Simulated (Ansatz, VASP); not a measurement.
Two plane-wave programs on Ga3AsP2

```
CELL_PARAMETERS angstrom
3.95012 0.00000 0.00000
-1.97506 3.42091 0.00000
0.00000 0.00000 9.66301
ATOMIC_POSITIONS crystal
Ga 0.00000 0.00000 0.99307
Ga 0.33333 0.66667 0.66679
Ga 0.66667 0.33333 0.34009
P 0.00000 0.00000 0.74667
P 0.33333 0.66667 0.41971
As 0.66667 0.33333 0.08367
```

Alike in both runs: functional PBE; k mesh 6 × 6 × 2; occupations gaussian, width 0.1 eV; no spin polarisation.

Ansatz relaxed the structure, and its values are those at the end. VASP's run is a single point on that final structure, the one shown.

|  | VASP | Ansatz |
| --- | --- | --- |
| version | VASP 6.6.1 | Ansatz 0.2.0 |
| potentials or method | VASP PAW PBE potentials, release 64 (Ga_d, P, As) | scalar-relativistic, plane waves, PAW |
| plane-wave cutoff (eV) | 520 | 420 |
| valence electrons in the cell | 54 | 64 |

```csv
,VASP,Ansatz,Ansatz less VASP
gap on the k mesh at the Fermi level (eV),0.95,0.95,+0.003
least direct gap on the mesh (eV),0.95,0.95,+0.003
pressure (GPa),0.1,0.0,-0.06
rms of the force components (eV/Å),0.005,0.002,-0.0038
```

The functional is the same, so the differences come from potentials, cutoffs and numerics. The two sets of potentials don't hold the same shells in valence.

A k mesh can miss the band edges.
